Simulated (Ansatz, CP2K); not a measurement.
This is a calculation of Ba for Ansatz 0.2.0. This isn't the form of Ba at room conditions, which is bcc.

Contents of input.yaml:

```yaml
crystal:
  lattice:
    - [3.9177175405, 0.0, 0.0]
    - [0.0, 3.9177175405, 0.0]
    - [0.0, 0.0, 3.9177175405]
  atoms:
    - { symbol: Ba, position: [0.0, 0.0, 0.0] }
kpoints:
  mp_grid: { grid: [7, 7, 7] }
scf:
  occupations: { method: gaussian, width: 0.02 }
hamiltonian:
  xc: lda
  pseudopotentials: { kind: all_electron, lapw: { basis_error: 0.001 } }
output:
  forces: true
  stress: true
  eigenvalues: true
```

Potentials or basis: all-electron LAPW, scalar-relativistic.

Run with:

```sh
$ ansatz run input.yaml --threads 1 --pin off --max-ram 3072MiB --backend cpu --events-out ev --progress --plain --runs-dir out
```

Translate it to CP2K 2026.2. Potentials or basis there: GTH_POTENTIALS Ba GTH-PADE-q10; TZVP-MOLOPT-PBE-GTH basis.

As run (cutoffs and basis follow the program's own potentials, and thresholds, step limits or extra output files can differ):

The input ba_scf.inp:

```
&GLOBAL
  PROJECT ba_scf
  RUN_TYPE ENERGY_FORCE
  PRINT_LEVEL LOW
&END GLOBAL
&FORCE_EVAL
  METHOD QS
  STRESS_TENSOR ANALYTICAL
  &DFT
    BASIS_SET_FILE_NAME BASIS_MOLOPT_UZH
    POTENTIAL_FILE_NAME GTH_POTENTIALS
    &MGRID
      CUTOFF 450
      REL_CUTOFF 60
      NGRIDS 4
    &END MGRID
    &QS
      METHOD GPW
      EPS_DEFAULT 1.0E-10
    &END QS
    &KPOINTS
      SCHEME MONKHORST-PACK 7 7 7
      GAMMA_CENTERED T
      SYMMETRY T
      SYMMETRY_BACKEND SPGLIB
    &END KPOINTS
    &SCF
      SCF_GUESS ATOMIC
      EPS_SCF 1.0E-6
      MAX_SCF 100
      ADDED_MOS 8
      CHOLESKY OFF
      EPS_EIGVAL 1.0E-7
      &DIAGONALIZATION ON
        ALGORITHM STANDARD
      &END DIAGONALIZATION
      &MIXING ON
        METHOD BROYDEN_MIXING
        ALPHA 0.4
        BETA 1.5
        NBUFFER 8
      &END MIXING
      &SMEAR ON
        METHOD GAUSSIAN
        SIGMA [eV] 0.02
      &END SMEAR
    &END SCF
    &XC
      &XC_FUNCTIONAL
        &LDA_X
        &END LDA_X
        &LDA_C_PW
        &END LDA_C_PW
      &END XC_FUNCTIONAL
    &END XC
    &PRINT
      &KPOINTS ON
      &END KPOINTS
      &MULLIKEN ON
      &END MULLIKEN
      &MO ON
        ENERGIES T
        OCCUPATION_NUMBERS T
        &EACH
          QS_SCF 0
        &END EACH
        ADD_LAST NUMERIC
      &END MO
    &END PRINT
  &END DFT
  &SUBSYS
    &CELL
      ABC 3.9177175405 3.9177175405 3.9177175405
      ALPHA_BETA_GAMMA 90.0000000000 90.0000000000 90.0000000000
      PERIODIC XYZ
    &END CELL
    &COORD
      SCALED
      Ba  0.0000000000 0.0000000000 0.0000000000
    &END COORD
    &KIND Ba
      BASIS_SET TZVP-MOLOPT-PBE-GTH-q10
      POTENTIAL GTH-PADE-q10
    &END KIND
    &PRINT
      &ATOMIC_COORDINATES ON
      &END ATOMIC_COORDINATES
      &CELL ON
      &END CELL
      &SYMMETRY ON
      &END SYMMETRY
    &END PRINT
  &END SUBSYS
  &PRINT
    &FORCES ON
    &END FORCES
    &STRESS_TENSOR ON
    &END STRESS_TENSOR
  &END PRINT
&END FORCE_EVAL
```

Potentials or basis: GTH_POTENTIALS Ba GTH-PADE-q10; TZVP-MOLOPT-PBE-GTH basis.

Command:

```sh
$ OMP_NUM_THREADS=1 cp2k.psmp -i ba_scf.inp -o ba_scf.out
```

Both were run:

|  | Ansatz | CP2K |
| --- | --- | --- |
| Pressure | -1.1 GPa | -1.0 GPa |

Where Ansatz's input types no cutoff or centring, it takes its own default and a Γ-centred mesh.

The two programs' LDA may be different fits to the electron gas.

Pressure is positive in compression.
